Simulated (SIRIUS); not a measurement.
# AlN: single point with PBE

**Experimental background.**

“Structural and optical properties of self-assembled AlN nanowires grown on SiO2/Si substrates by molecular beam epitaxy”, 2024, arxiv:2402.00216 quotes, for a bulk crystal of AlN at 0 K: band gap 6.0343 eV (an exciton energy, a little under the gap).

AlN:

```xyz
4
Lattice="3.1130 0.0000 0.0000 -1.5565 2.6959 0.0000 0.0000 0.0000 4.9810" Properties=species:S:1:pos:R:3 pbc="T T T"
Al    1.5565    0.8986    2.4905
Al    0.0000    1.7973    0.0000
N     1.5565    0.8986    4.3833
N     0.0000    1.7973    1.8928
```

```
Program             : SIRIUS 7.10.0
Task                : single point
Functional          : PBE
Potentials or basis : PseudoDojo 0.4.1 PBE standard (scalar relativistic)
Cutoff              : 1152 eV
Density cutoff      : 4606 eV
k mesh              : 10 × 10 × 6
Occupations         : fermi-dirac, width 0.05 eV
Spin                : no spin polarisation
```

```yaml
Pressure: 3.4 GPa
Largest_force: 0.131 eV/Å
Band_gap_on_the_k_mesh: 4.22 eV
```

Forces in eV/Å, atoms in the order of the input:
```
Al   0.000  0.000 -0.131
Al   0.000  0.000 -0.131
N    0.000  0.000  0.131
N    0.000  0.000  0.131
```

Stress tensor (GPa, compression positive):
```
2.81 0.00 0.00
0.00 2.81 0.00
0.00 0.00 4.45
```

Run time: 110 s on 1 thread of Arm Neoverse V2 (shared host), peak memory 0.57 GiB.

Measured gap of AlN: 6.0343 eV (an exciton energy, a little under the gap; 0 K; quoted in “Structural and optical properties of self-assembled AlN nanowires grown on SiO2/Si substrates by molecular beam epitaxy”, 2024, arxiv:2402.00216). This calculation gives 4.22 eV (-1.81 eV). 2 values of this kind are on record (6.034 to 6.0343 eV); this one was drawn at random. The value is that of PBE on a finite k mesh, which can miss the band edges, without temperature or zero-point motion. Semilocal functionals fall short of measured gaps as a rule.
